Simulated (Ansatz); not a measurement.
## Zone-centre phonons of InAs at 16 GPa: input and output

Computed with DFT PBE, scalar-relativistic, plane waves, PAW in Ansatz 0.2.0.

Launched with:
```bash
ansatz run input.yaml --threads 1 --pin off --max-ram 3072MiB --backend cpu --events-out ev --progress --plain --runs-dir out
```

Input (bare energies are in eV):
```yaml
crystal:
  lattice:
    - [0.0, 2.8902027368, 2.8902027368]
    - [2.8902027368, 0.0, 2.8902027368]
    - [2.8902027368, 2.8902027368, 0.0]
  atoms:
    - { symbol: In, position: [0.0, 0.0, 0.0] }
    - { symbol: As, position: [0.75, 0.75, 0.75] }
basis:
  ecutwfc: 420
kpoints:
  mp_grid: { grid: [12, 12, 12] }
hamiltonian:
  xc: pbe
scf:
  occupations: { method: fermi_dirac, width: 0.15 }
output:
  eigenvalues: true
phonons:
  method: dfpt
  eigenvectors: true
```

The end of the output:
```
--- Phonons (Γ-DFPT): 2 representative perturbations + reference, on 163 of 1728 k-points (Σ response iterations 6) ---
  k mesh reduced under 8 symmetry operations, with k and −k counted as one. Each operation leaves every solved displacement unchanged or reverses it
  ASR residual: 6.739e-5 → 0.000e0 eV/Å²; symmetrization residual: 5.599e-6 eV/Å²
  ASR residual per site (eV/Å²): 6.74e-5 4.47e-6
  Γ frequencies (cm⁻¹): 0.00 0.00 0.00 259.29 259.29 259.29
  non-analytic LO–TO correction: not included (Born effective charges unavailable; polar crystals: no LO–TO splitting at Γ)
```

Time: 68 s on 1 thread of Intel(R) Xeon(R) Platinum 8259CL CPU @ 2.50GHz (Skylake/Cascade Lake), with other jobs on the host, peak memory 0.8 GiB.

With next to no gap, frequencies and elastic constants depend on the k mesh and the smearing, soft modes and shear constants most. The real crystal has changed phase below this pressure.

On the mesh the filled and empty bands stay 0.49 eV apart, little enough for the smearing to populate both, so at this level the crystal is a narrow-gap semiconductor or semimetal, not an ordinary metal; spin–orbit coupling, left out, can open or move such a gap.